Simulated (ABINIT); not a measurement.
# HfN (F-43m) in ABINIT: notebook

Runs on HfN. Level: PBEsol. Tasks: relaxation of cell and atoms, single point.

Program: ABINIT 10.8.3 (patched build). These are calculated values, not measurements. Logs are shortened: lines on timing, memory, paths and dates and some standing lists are left out, and cuts for length are marked. The log counts tension as positive stress, the text compression.

## 1. Starting point

It takes space group F-43m (No. 216, cubic). The conventional cell has a = 4.910 Å, b = 4.910 Å, c = 4.910 Å, α = 90.00°, β = 90.00°, γ = 90.00°. Hf (site symmetry -43m) is surrounded by 4 N at 2.13 Å. N (site symmetry -43m) is surrounded by 4 Hf at 2.13 Å.

The cell comes from a database or a generator and needn't be the stable form of this composition.

## 2. Relaxation of cell and atoms, PBEsol

run.abi

```
# Pseudopotentials
pp_dirpath "./"
pseudos "Hf.upf, N.upf"

# Structure
acell 3.4716425656 3.4716425656 3.4716425656 Angstrom
rprim
     0.0000000000     0.7071067812     0.7071067812
     0.7071067812     0.0000000000     0.7071067812
     0.7071067812     0.7071067812     0.0000000000
ntypat 2
znucl 72 7
natom 2
typat 1 2
chkprim 0
chksymtnons 0
tolsym 1.0e-6
xred
            0.0            0.0            0.0
            1/4            1/4            1/4

# Plane-wave basis
ecut 42.0
ecutsm 0.5

# k points
kptopt 1
ngkpt 7 7 7
nshiftk 1
shiftk 0.0 0.0 0.0

# Exchange and correlation
ixc -116133

# Bands and occupations
nband 13
occopt 3
tsmear 0.05 eV

# SCF cycle
nstep 80
tolvrs 1.0e-12

# Output
iomode 3
prteig 0
prtebands 0
prtwf 0
prtden 0

# Relaxation
ionmov 2
optcell 2
ntime 50
tolmxf 2.0e-5
dilatmx 1.08
```

Potentials or basis: PseudoDojo NC SR PBEsol v0.4.1 standard.

Started as:

```sh
mpirun --bind-to none -np 4 abinit run.abi > log 2>&1
```

run.abo:

```text
.Version 10.8.3 of ABINIT
 Symmetries : space group F-4 3 m (#216); Bravais cF (face-center cubic)
================================================================================
 Values of the parameters that define the memory need of the present run
     intxc =       0    ionmov =       2      iscf =       7    lmnmax =       8
     lnmax =       8     mgfft =      45  mpssoang =       4    mqgrid =    3001
     natom =       2  nloc_mem =       1    nspden =       1   nspinor =       1
    nsppol =       1      nsym =      24    n1xccc =    2501    ntypat =       2
    occopt =       3   xclevel =       2
       mpw =        3286          nfft =       91125          nkpt =          20
================================================================================
================================================================================

--------------------------------------------------------------------------------
------------- Echo of variables that govern the present computation ------------
--------------------------------------------------------------------------------
 -outvars: echo values of preprocessed input variables --------
            acell      6.5604536560E+00  6.5604536560E+00  6.5604536560E+00 Bohr
              amu      1.78490000E+02  1.40067400E+01
          chkprim           0
      chksymtnons           0
          dilatmx      1.08000000E+00
             ecut      4.20000000E+01 Hartree
           ecutsm      5.00000000E-01 Hartree
           ionmov           2
              ixc     -116133
         kptrlatt        7    0    0      0    7    0      0    0    7
          kptrlen      4.59231756E+01
            natom           2
            nband          13
            ngfft          45      45      45
             nkpt          20
            nstep          80
             nsym          24
            ntime          50
           ntypat           2
           occopt           3
          optcell           2
           prtden           0
        prtebands           0
           prteig           0
            prtwf           0
            rprim      0.0000000000E+00  7.0710678120E-01  7.0710678120E-01
                       7.0710678120E-01  0.0000000000E+00  7.0710678120E-01
                       7.0710678120E-01  7.0710678120E-01  0.0000000000E+00
          spgroup         216
           tolmxf      2.00000000E-05
           tolsym      1.00000000E-06
           tolvrs      1.00000000E-12
           tsmear      1.83746611E-03 Hartree
            typat      1  2
           xangst      0.0000000000E+00  0.0000000000E+00  0.0000000000E+00
                       1.2274110000E+00  1.2274110000E+00  1.2274110000E+00
            xcart      0.0000000000E+00  0.0000000000E+00  0.0000000000E+00
                       2.3194706340E+00  2.3194706340E+00  2.3194706340E+00
             xred      0.0000000000E+00  0.0000000000E+00  0.0000000000E+00
                       2.5000000000E-01  2.5000000000E-01  2.5000000000E-01
            znucl       72.00000    7.00000

================================================================================

 chkinp: Checking input parameters for consistency.

================================================================================
== DATASET  1 ==================================================================

--- !DatasetInfo
iteration_state: {dtset: 1, }
dimensions: {natom: 2, nkpt: 20, mband: 13, nsppol: 1, nspinor: 1, nspden: 1, mpw: 3286, }
cutoff_energies: {ecut:  42.0, pawecutdg:  -1.0, }
electrons: {nelect:   1.70000000E+01, charge:   0.00000000E+00, occopt:   3.00000000E+00, tsmear:   1.83746611E-03, }
meta: {optdriver: 0, ionmov: 2, optcell: 2, iscf: 7, paral_kgb: 0, }
...

 Real(R)+Recip(G) space primitive vectors, cartesian coordinates (Bohr,Bohr^-1):
 R(1)=  0.0000000  4.6389413  4.6389413  G(1)= -0.1077832  0.1077832  0.1077832
 R(2)=  4.6389413  0.0000000  4.6389413  G(2)=  0.1077832 -0.1077832  0.1077832
 R(3)=  4.6389413  4.6389413  0.0000000  G(3)=  0.1077832  0.1077832 -0.1077832
 Unit cell volume ucvol=  1.9965795E+02 bohr^3
 Angles (23,13,12)=  6.00000000E+01  6.00000000E+01  6.00000000E+01 degrees

 getcut: wavevector=  0.0000  0.0000  0.0000  ngfft=  45  45  45
         ecut(hartree)=     48.989   => boxcut(ratio)=   2.12866

--- Pseudopotential description ------------------------------------------------
- pspini: atom type   1  psp file is ./Hf.upf
  72.00000  12.00000  180301                  znucl, zion, pspdat
12 -116133 3 -1 1656                          pspcod,pspxc,lmax,lloc,mmax
     nproj     2     2     2     2

- pspini: atom type   2  psp file is ./N.upf
   7.00000   5.00000  180301                  znucl, zion, pspdat
12 -116133 1 -1 1058                          pspcod,pspxc,lmax,lloc,mmax
     nproj     2     2     0     0

   4.63350171E+02                                ecore*ucvol(ha*bohr**3)
--------------------------------------------------------------------------------

================================================================================

=== [ionmov= 2] Broyden-Fletcher-Goldfarb-Shanno method (forces)
================================================================================

--- Iteration: ( 1/50) Internal Cycle: (1/1)
--------------------------------------------------------------------------------

---SELF-CONSISTENT-FIELD CONVERGENCE--------------------------------------------

--- !BeginCycle
iteration_state: {dtset: 1, itime: 1, icycle: 1, }
solver: {iscf: 7, nstep: 80, nline: 4, wfoptalg: 0, }
tolerances: {tolvrs: 1.00E-12, }
...

     iter   Etot(hartree)      deltaE(h)  residm     vres2
 ETOT  1  -66.602615056621    -6.660E+01 1.152E-01 1.760E+03
 ETOT  2  -66.442453392249     1.602E-01 1.518E-02 3.018E+03
 ETOT  3  -66.830240036277    -3.878E-01 9.365E-03 1.259E+01
 ETOT  4  -66.832441867576    -2.202E-03 4.662E-03 4.625E-01
 ETOT  5  -66.832497137252    -5.527E-05 1.429E-03 6.821E-02
 ETOT  6  -66.832503787969    -6.651E-06 2.532E-03 2.878E-03
 ETOT  7  -66.832504138489    -3.505E-07 3.716E-04 3.392E-04
 ETOT  8  -66.832504187985    -4.950E-08 5.267E-04 1.699E-06
 ETOT  9  -66.832504188206    -2.211E-10 2.048E-04 1.773E-07
 ETOT 10  -66.832504188226    -2.052E-11 2.598E-04 1.306E-08
 ETOT 11  -66.832504188228    -1.350E-12 9.741E-05 1.682E-11
 ETOT 12  -66.832504188228    -8.242E-13 1.194E-04 1.487E-14
[... 343 lines left out ...]
 Gradient of E wrt nuclear positions in reduced coordinates (gred)
 -8.41451632235746E-30 -8.41451632235746E-30  8.41451632235746E-30
  8.41451632235746E-30  8.41451632235746E-30 -8.41451632235746E-30
 Scale of Primitive Cell (acell) [bohr]
  6.49805562606977E+00  6.49805562606977E+00  6.49805562606977E+00
 Real space primitive translations (rprimd) [bohr]
  0.00000000000000E+00  4.59481919772133E+00  4.59481919772133E+00
  4.59481919772133E+00  0.00000000000000E+00  4.59481919772133E+00
  4.59481919772133E+00  4.59481919772133E+00  0.00000000000000E+00
 Unitary Cell Volume (ucvol) [Bohr^3]=  1.94014985868245E+02
 Angles (23,13,12)= [degrees]
  6.00000000000000E+01  6.00000000000000E+01  6.00000000000000E+01
 Lengths [Bohr]
  6.49805562606977E+00  6.49805562606977E+00  6.49805562606977E+00
 Stress tensor in cartesian coordinates (strten) [Ha/bohr^3]
  4.03181270886704E-08  0.00000000000000E+00  0.00000000000000E+00
  0.00000000000000E+00  4.03181270886704E-08  0.00000000000000E+00
  0.00000000000000E+00  0.00000000000000E+00  4.03181270886704E-08
 Total energy (etotal) [Ha]= -6.68330573783607E+01

 Difference of energy with previous step (new-old):
           Absolute (Ha)=-1.14302E-07
           Relative     =-1.71026E-09

 At Broyd/MD step   4, gradients are converged :
  max grad (force/stress) = 4.0318E-06 < tolmxf= 2.0000E-05 ha/bohr (free atoms)

================================================================================

 ----iterations are completed or convergence reached----

 Mean square residual over all n,k,spin=   40.662E-10; max=  92.309E-08
 reduced coordinates (array xred) for    2 atoms
       0.000000000000      0.000000000000     -0.000000000000
       0.250000000000      0.250000000000      0.250000000000
 rms dE/dt=  1.1900E-29; max dE/dt=  1.6829E-29; dE/dt below (all hartree)
    1      -0.000000000000     -0.000000000000      0.000000000000
    2       0.000000000000      0.000000000000      0.000000000000

 cartesian coordinates (angstrom) at end:
    1     -0.00000000000000    -0.00000000000000     0.00000000000000
    2      1.21573680300210     1.21573680300210     1.21573680300210

 cartesian forces (hartree/bohr) at end:
    1     -0.00000000000000    -0.00000000000000     0.00000000000000
    2      0.00000000000000     0.00000000000000    -0.00000000000000
 frms,max,avg= 1.7533412E-30 2.7469578E-30   0.000E+00  0.000E+00  0.000E+00 h/b

 cartesian forces (eV/Angstrom) at end:
    1     -0.00000000000000    -0.00000000000000     0.00000000000000
    2      0.00000000000000     0.00000000000000    -0.00000000000000
 frms,max,avg= 9.0160432E-29 1.4125425E-28   0.000E+00  0.000E+00  0.000E+00 e/A
 length scales=  6.498055626070  6.498055626070  6.498055626070 bohr
              =  3.438622950163  3.438622950163  3.438622950163 angstroms
 Fermi (or HOMO) energy (hartree) =   0.38033   Average Vxc (hartree)=  -0.43807
 Eigenvalues (hartree) for nkpt=  20  k points:
 kpt#   1, nband= 13, wtk=  0.00292, kpt=  0.0000  0.0000  0.0000 (reduced coord)
  -1.91272   -0.75757   -0.75757   -0.75757   -0.21699    0.17335    0.17335    0.17335
   0.35567    0.46348    0.46348    0.62820    0.62820
      occupation numbers for kpt#   1
   2.00000    2.00000    2.00000    2.00000    2.00000    2.00000    2.00000    2.00000
   2.00000    0.00000    0.00000    0.00000    0.00000
 prteigrs : prtvol=0 or 1, do not print more k-points.

--- !EnergyTerms
iteration_state     : {dtset: 1, itime: 4, icycle: 1, }
comment             : Components of total free energy in Hartree
kinetic             :  2.15716489805940E+01
hartree             :  9.87344906809573E+00
xc                  : -1.72190945378537E+01
Ewald energy        : -4.73943570707081E+01
psp_core            :  2.38821846172743E+00
local_psp           : -3.76874635253063E+01
non_local_psp       :  1.63471058481757E+00
internal            : -6.68328880386335E+01
'-kT*entropy'       : -1.69339727202550E-04
total_energy        : -6.68330573783607E+01
total_energy_eV     : -1.81862013832238E+03
band_energy         : -7.28538523928144E+00
...

 Cartesian components of stress tensor (hartree/bohr^3)
  sigma(1 1)=  4.03181271E-08  sigma(3 2)=  0.00000000E+00
  sigma(2 2)=  4.03181271E-08  sigma(3 1)=  0.00000000E+00
  sigma(3 3)=  4.03181271E-08  sigma(2 1)=  0.00000000E+00

-Cartesian components of stress tensor (GPa)         [Pressure= -1.1862E-03 GPa]
- sigma(1 1)=  1.18620025E-03  sigma(3 2)=  0.00000000E+00
- sigma(2 2)=  1.18620025E-03  sigma(3 1)=  0.00000000E+00
- sigma(3 3)=  1.18620025E-03  sigma(2 1)=  0.00000000E+00

== END DATASET(S) ==============================================================
================================================================================

 -outvars: echo values of variables after computation  --------
            acell      6.4980556261E+00  6.4980556261E+00  6.4980556261E+00 Bohr
           etotal     -6.6833057378E+01
            fcart     -9.1565260354E-31 -9.1565260354E-31  2.7469578106E-30
                       9.1565260354E-31  9.1565260354E-31 -2.7469578106E-30
            rprim      0.0000000000E+00  7.0710678119E-01  7.0710678119E-01
                       7.0710678119E-01  0.0000000000E+00  7.0710678119E-01
                       7.0710678119E-01  7.0710678119E-01  0.0000000000E+00
           strten      4.0318127089E-08  4.0318127089E-08  4.0318127089E-08
                       0.0000000000E+00  0.0000000000E+00  0.0000000000E+00
           xangst     -1.9923927066E-31 -1.9923927066E-31  5.9771781199E-31
                       1.2157368030E+00  1.2157368030E+00  1.2157368030E+00
             xred      1.2291266714E-31  1.2291266714E-31 -2.0485444523E-31
                       2.5000000000E-01  2.5000000000E-01  2.5000000000E-01
 Calculation completed.
```

Wall time 18 s (4 MPI ranks of AMD EPYC 9R45 (Zen 5), shared host); peak memory 0.36 GiB.

What came out:

```yaml
Free_energy: -1818.6201 eV
Relaxed_volume: 14.38 Å³/atom
Relaxed_cell: a = 3.439 Å, b = 3.439 Å, c = 3.439 Å, α = 60.00°, β = 60.00°, γ = 60.00°
Space_group_after_relaxing_to_0.05_Å: F-43m (No. 216)
Energy_gained_by_relaxing: 7.5 meV/atom
Ionic_steps: 4
Pressure_after_relaxing: 0.0 GPa
Band_gap_on_the_k_mesh: none (metal or under the smearing width)
```

The path:
```
step  energy change (eV)  largest force (eV/Å)  pressure (GPa)  volume (Å³)
   1              0.0000                0.0000           -5.63        29.59
   2             -0.0126                0.0000           -2.32        29.08
   3             -0.0150                0.0000            0.09        28.74
   4             -0.0151                0.0000            0.00        28.75
```

Final structure:
```
Hf N
1.0
     0.00000    2.43147    2.43147
     2.43147    0.00000    2.43147
     2.43147    2.43147    0.00000
Hf N
1 1
Cartesian
  0.0000 0.0000 0.0000
  1.2157 1.2157 1.2157
```

## 3. Single point, PBEsol (cell relaxed)

run.abi

```
pp_dirpath "./"
pseudos "Hf.upf, N.upf"

acell 3*1.0
rprim
     0.0000000000     4.5948192022     4.5948192022
     4.5948192022     0.0000000000     4.5948192022
     4.5948192022     4.5948192022     0.0000000000
ntypat 2
znucl 72 7
natom 2
typat 1 2
xred
     0.0000000000     0.0000000000     0.0000000000
     0.2500000000     0.2500000000     0.2500000000
chkprim 0
chksymtnons 0
tolsym 1.0e-6

ecut 42.0

kptopt 1
ngkpt 7 7 7
nshiftk 1
shiftk 0.0 0.0 0.0

ixc -116133

nband 13
occopt 3
tsmear 0.00183747

nstep 100
tolvrs 1.0e-10

iomode 3
prtwf 0
prtden 0
prteig 0
prtebands 0
enunit 1
```

Potentials or basis: PseudoDojo NC SR PBEsol v0.4.1 standard.

Started as:

```sh
mpirun --bind-to none -np 4 abinit run.abi > log 2>&1
```

Wall time 4.5 s (4 MPI ranks of AMD EPYC 9R45 (Zen 5), shared host); peak memory 0.28 GiB.

It converged, with:

- Free energy: -1818.6202 eV
- Pressure: 0.0 GPa
- Band gap on the k mesh: none (metal or under the smearing width)
- Valence electrons inside the program's atomic spheres: Hf 8.45; N 5.26

Levels at points of the mesh, in eV from the Fermi level:
| k point | band 5 | band 6 | band 7 | band 8 | band 9 | band 10 | band 11 | band 12 |
| --- | --- | --- | --- | --- | --- | --- | --- | --- |
| (0.00, 0.00, 0.00) | -16.25 | -5.63 | -5.63 | -5.63 | -0.67 | 2.26 | 2.26 | 6.74 |

## 4. Single point, PBEsol, spin-orbit coupling, no magnetisation

run.abi

```
# Pseudopotentials
pp_dirpath "./"
pseudos "Hf.upf, N.upf"

# Structure
acell 3*1.0 Angstrom
rprim
     0.0000000000     2.4548220000     2.4548220000
     2.4548220000     0.0000000000     2.4548220000
     2.4548220000     2.4548220000     0.0000000000
ntypat 2
znucl 72 7
natom 2
typat 1 2
xred
     0.0000000000     0.0000000000     0.0000000000
     0.2500000000     0.2500000000     0.2500000000

# Plane-wave basis
ecut 1142.878222 eV

# k points
kptopt 1
ngkpt 7 7 7
nshiftk 1
shiftk 0.0 0.0 0.0

# Exchange and correlation
ixc -116133

# Bands and occupations
nband 26
occopt 3
tsmear 0.00183747

# Spin
nspinor 2
nspden 1
so_psp 2*1

# SCF cycle
nstep 100
tolvrs 1.0e-10

# Output
iomode 3
prtwf 0
prteig 0
prtebands 0
prtden 1
prtvha 1
prtvclmb 1
prtpot 1
```

Potentials or basis: PseudoDojo NC FR PBEsol v0.4 standard.

Started as:

```sh
abinit run.abi > log 2>&1
```

Wall time 2.3 min (1 thread of Intel Xeon Platinum 8488C (Sapphire Rapids), shared host); peak memory 0.1 GiB.

The run converged. Its results:

- Free energy: -1821.9022 eV
- Pressure: -5.8 GPa
- Band gap on the k mesh: none (metal or under the smearing width)
- Valence electrons inside the program's atomic spheres: Hf 8.43; N 5.23

Levels at points of the mesh, in eV from the Fermi level:
```
           k point  band 13  band 14  band 15  band 16  band 17  band 18  band 19  band 20
(0.00, 0.00, 0.00)    -5.50    -5.50    -5.47    -5.47    -0.73    -0.73     2.21     2.21
```

## 5. Overview

```tsv
task	potentials or basis	spin	cell	cell freedom (optcell)	optimiser (ionmov)	cutoff smearing ecutsm (Ha)	force stop (Ha/bohr)	gap on the mesh (eV)	pressure (GPa)
relaxation of cell and atoms	PseudoDojo NC SR PBEsol v0.4.1 standard	off	relaxed	2	2	0.5	2e-05	none	0.0
single point	PseudoDojo NC SR PBEsol v0.4.1 standard	off	cell relaxed	-	-	-	-	none	0.0
single point	PseudoDojo NC FR PBEsol v0.4 standard	SOC, no magnetisation	as given	-	-	-	-	none	-5.8
```

Alike in all rows: level PBEsol; k mesh 7 × 7 × 7; cutoff (eV) 1143; smearing fermi-dirac 0.05 eV.

Total energies depend on the potentials used, so only differences within one code and one set of settings carry meaning.
